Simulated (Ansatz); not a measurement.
ZnS built on the zincblende prototype, relaxed with r2SCAN in Ansatz 0.2.0. Space group F-43m (No. 216), cubic; conventional cell a = 5.388 Å, 19.55 Å³ an atom. Around Zn lie 4 S at 2.33 Å; around S lie 4 Zn at 2.33 Å.

The axes x, y and z are those of this cell:
```
CELL_PARAMETERS angstrom
0.00000 2.69409 2.69409
2.69409 0.00000 2.69409
2.69409 2.69409 0.00000
ATOMIC_POSITIONS crystal
Zn 0.00000 0.00000 0.00000
S 0.25000 0.25000 0.25000
```

Unstrained: With PBE the gap is 2.147 eV and direct, at Γ. r2SCAN gives a direct gap of 2.705 eV at Γ. The HSE06 gap is direct at Γ: 3.378 eV. Meshes: PBE 8×8×8, r2SCAN 8×8×8, HSE06 6×6×6. Strains are changes of length per length. After each strain the atoms were relaxed again with r2SCAN within the symmetry that the strain leaves, so tilts or polar shifts that break it weren't tested; points keep the names that they have in the unstrained zone. The values are computed, spin-unpolarised, and not measurements.

Task: Estimate what epitaxial -4.0 % in the plane normal to [111], free normal strain +2.65 % does to the gap.

Result: PBE: the gap goes from 2.147 to 2.122 eV (-0.025 eV); with r2SCAN the top three valence levels at Γ, degenerate before, become 2+1 from the top over 466 meV. r2SCAN: the gap goes from 2.705 to 2.673 eV (-0.032 eV). HSE06: the gap goes from 3.378 to 3.349 eV (-0.029 eV). The r2SCAN energy rises by 34.0 meV an atom.

Task: One strain changed the r2SCAN stress by xx +8.78, yy +8.78, zz +8.78 GPa (compression positive) and the gap by +0.407 eV (PBE), +0.431 eV (r2SCAN), +0.439 eV (HSE06). Which kind of strain was it, and roughly how large?

Result: Isotropic -3.0 % on every length. The pattern of the stress gives the kind; the size needs the stiffness, so it is an estimate.

Task: One strain changed the r2SCAN stress by xx -5.77, yy -5.77, zz -5.77 GPa (compression positive) and the gap by -0.377 eV (PBE), -0.400 eV (r2SCAN), -0.417 eV (HSE06). Which kind of strain was it, and roughly how large?

Result: Isotropic +3.0 % on every length. The pattern of the stress gives the kind; the size needs the stiffness, so it is an estimate.

Task: Apply epitaxial +3.0 % in the xy plane, free normal strain -3.67 %. How far does the gap move, against the unstrained cell?

Result: PBE: the gap goes from 2.147 to 1.906 eV (-0.241 eV); with r2SCAN the top three valence levels at Γ, degenerate before, become 1+2 from the top over 211 meV. r2SCAN: the gap goes from 2.705 to 2.455 eV (-0.250 eV). HSE06: the gap goes from 3.378 to 3.121 eV (-0.257 eV). The r2SCAN energy rises by 9.6 meV an atom.

Task: Estimate what epitaxial -3.0 % in the xy plane, free normal strain +3.51 % does to the gap.

Result: PBE: the gap goes from 2.147 to 2.160 eV (+0.013 eV); with r2SCAN the top three valence levels at Γ, degenerate before, become 2+1 from the top over 277 meV. r2SCAN: the gap goes from 2.705 to 2.723 eV (+0.018 eV). HSE06: the gap goes from 3.378 to 3.396 eV (+0.018 eV). The r2SCAN energy rises by 11.3 meV an atom.

The meshes of the hybrids are coarse, so their gaps aren't converged to the digits shown.

The splittings at Γ are without spin-orbit coupling, which regroups them where it is of like size or larger.
